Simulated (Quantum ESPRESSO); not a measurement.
**Ca in Quantum ESPRESSO: the effect of target pressure**

Crystal: Ca.

```
Ca
1.0
     0.00000    2.79420    2.79420
     2.79420    0.00000    2.79420
     2.79420    2.79420    0.00000
Ca
1
Direct
  0.00000 0.00000 0.00000
```

Alike in all runs:

```yaml
Program: Quantum ESPRESSO 7.5
Task: relaxation of cell and atoms
Functional: PBEsol
Potentials_or_basis: SSSP 1.3 efficiency PBE
Cutoff: 857 eV
Density_cutoff: 6884 eV
k_mesh: 8 × 8 × 8
Occupations: fermi-dirac, width 0.05 eV
Spin: no spin polarisation
```

Each run relaxes the cell or the atoms first.

```csv
target pressure,relaxed volume (Å³/atom)
0 GPa,?
2 GPa,36.84
5 GPa,33.06
10 GPa,29.09
20 GPa,24.43
30 GPa,21.28
```

Task: What does the run with target pressure 0 GPa give?

Result: Relaxed volume 40.58 Å³/atom.

Worked out: A parabola through the other rows of the relaxed volume, of slope -1.05 Å³/atom per GPa there, extrapolates to 38.36 Å³/atom, against the run's 40.58.

Caveats: the potentials were made for another functional, which shifts forces and pressure; the volume moved by over 15 % at a fixed basis, so the end points are rough (some runs).
